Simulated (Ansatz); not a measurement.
Crystal: BaTiO3.

```
CELL_PARAMETERS angstrom
3.99980 0.00000 0.00000
0.00000 3.99980 0.00000
0.00000 0.00000 4.01800
ATOMIC_POSITIONS crystal
Ba 0.00000 0.00000 0.00000
Ti 0.50000 0.50000 0.49000
O 0.00000 0.50000 0.51700
O 0.50000 0.00000 0.51700
O 0.50000 0.50000 0.01900
```

Base run:

| Quantity | Value |
| --- | --- |
| Program | Ansatz 0.2.0 |
| Functional | wPBEh |
| Potentials or basis | Ansatz PAW |
| Cutoff | 420 eV (not typed: the program's choice for these potentials) |
| k mesh | 4 × 4 × 4 |
| Occupations | fermi-dirac, width 0.05 eV |
| Spin | no spin polarisation |

Its results: band gap on the k mesh 3.22 eV, indirect (least direct gap 3.45 eV); pressure -2.5 GPa; largest force 0.565 eV/Å.

Question: The run is repeated on the same cell with these changes: functional from wPBEh to PBE; k mesh from 4 × 4 × 4 to 5 × 5 × 5. What comes out?

Answer: Band gap on the k mesh 1.99 eV, indirect (least direct gap 2.09 eV); pressure 2.4 GPa; largest force 0.317 eV/Å.

Several settings changed at once, so the effect can't be laid on one alone.

Caveats: spin-orbit coupling is left out, which moves the levels of the heavy elements; the PAW data sets come from PBE, with cores solved anew for the run's functional, which leaves a small shift of forces and pressure (some runs); the thresholds are loose for stress (some runs); odd divisions of the mesh miss points on the zone boundary, where band edges often lie, so the gap on the mesh can be too wide (some runs).

A k mesh can miss the band edges.
